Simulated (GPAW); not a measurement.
Crystal: InPd.

```xyz
2
Lattice="0.0000 2.7461 2.7461 2.7461 0.0000 2.7461 2.7461 2.7461 0.0000" Properties=species:S:1:pos:R:3 pbc="T T T"
In    0.0000    0.0000    0.0000
Pd    2.7461    2.7461    2.7461
```

The cell was built by a generator and needn't be a form met in nature.

| Property | Result |
| --- | --- |
| Program | GPAW 26.7.0 |
| Task | relaxation of cell and atoms |
| Functional | r2SCAN |
| Potentials or basis | GPAW PAW data sets (gpaw-data 1.2.1) |
| Cutoff | 600 eV |
| Basis | pw |
| k mesh | 8 × 8 × 8 |
| Occupations | fermi-dirac, width 0.05 eV |
| Spin | no spin polarisation |

At the start: pressure -2.9 GPa; volume 20.71 Å³/atom.

Q: Where does the relaxation end?

A: Over 3 steps the energy falls by 5.9 meV/atom and the volume is 20.03 Å³/atom (-3.3 %); space group Fm-3m (No. 225, to 0.05 Å).

Step by step:
```tsv
step	energy change (eV)	largest force (eV/Å)	pressure (GPa)	volume (Å³)
1	0.0000	0.0000	-2.87	41.42
2	-0.0052	0.0000	-2.20	41.09
3	-0.0118	0.0000	0.13	40.07
```

Final structure:
```
CELL_PARAMETERS angstrom
0.00000 2.71595 2.71595
2.71595 0.00000 2.71595
2.71595 2.71595 0.00000
ATOMIC_POSITIONS crystal
In 0.00000 0.00000 0.00000
Pd 0.50000 0.50000 0.50000
```

Caveat: later steps reuse the first step's grids; the PAW data sets were made with another functional, which shifts forces and pressure a little.
